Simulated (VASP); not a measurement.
# InN (zinc blende): computed properties

Calculation: PBEsol GGA, VASP's PBE PAW potentials (set 64) (plane waves; VASP).

```
Property                                                              Result
----------------------------------  ----------------------------------------
space group                                                      F-43m (216)
cell                                 a = b = c = 4.989 Å, α = β = γ = 90.00°
volume per atom                                                15.52 Å³/atom
band gap (over mesh and band path)  none (metal, semimetal or under 0.01 eV)
Hill bulk modulus                                                    135 GPa
Hill shear modulus                                                  51.6 GPa
Poisson's ratio                                                        0.330
density                                                           6.89 g/cm³
optical Γ-point spectrum                                       451 (×3) cm⁻¹
C11                                                                  171 GPa
C12                                                                  117 GPa
C44                                                                 79.0 GPa
```

```
CELL_PARAMETERS angstrom
      0.00000     2.49457     2.49457
      2.49457     0.00000     2.49457
      2.49457     2.49457     0.00000
ATOMIC_POSITIONS crystal
  In 0.00000 0.00000 0.00000
  N  0.25000 0.25000 0.25000
```

Finite-difference elastic constants of metals are sensitive to mesh and smearing; shear constants can be off by tens of GPa. Unless said otherwise, spin-orbit coupling is left out, though it shifts the bands of the heavy elements here.

The compound is InN in the zinc blende structure, a metastable form; wurtzite is the usual one. It was relaxed first. Symmetry was kept, so distortions that lower it aren't found.
